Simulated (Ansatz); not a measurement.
The system is O.

```
O
1.0
     2.85140   -1.66242    0.00000
     2.85140    1.66242    0.00000
    -2.39449    0.00000    3.64705
O
2
Direct
  0.97455 0.97455 0.84443
  0.02545 0.02545 0.15557
```

```yaml
Program: Ansatz 0.2.0
Task: single point
Functional: PBEsol
Potentials_or_basis: Ansatz PAW
Cutoff: "420 eV (not typed: the program's choice for these potentials)"
k_mesh: 10 × 10 × 7
Occupations: fermi-dirac, width 0.05 eV
Spin: no spin polarisation
```

On this cell: pressure -3.7 GPa; largest force 0.848 eV/Å; band gap on the k mesh none (metal or under the smearing width).

The same run follows on a disturbed copy (atoms moved at random, drawn with an rms of 0.05 Å):

```
CELL_PARAMETERS angstrom
2.85140 -1.66242 0.00000
2.85140 1.66242 0.00000
-2.39449 0.00000 3.64705
ATOMIC_POSITIONS crystal
O 0.97599 0.97814 0.83922
O 0.00632 0.04506 0.16634
```

Task: What changes?

Result: The energy (extrapolated to zero smearing) moves by +110.2 meV/atom; pressure -11.4 GPa; largest force 4.615 eV/Å; band gap on the k mesh none (metal or under the smearing width).

Forces on the atoms (eV/Å):
```
O   -1.897  0.249  4.200
O    1.897 -0.249 -4.200
```

Stress tensor (GPa, compression positive):
```
 -4.20   0.50  10.35
  0.50  -3.60  -1.25
 10.35  -1.25 -26.38
```

Caveats: spin is off for a triplet molecule; the PAW data sets come from PBE, with cores solved anew for the run's functional, which leaves a small shift of forces and pressure.
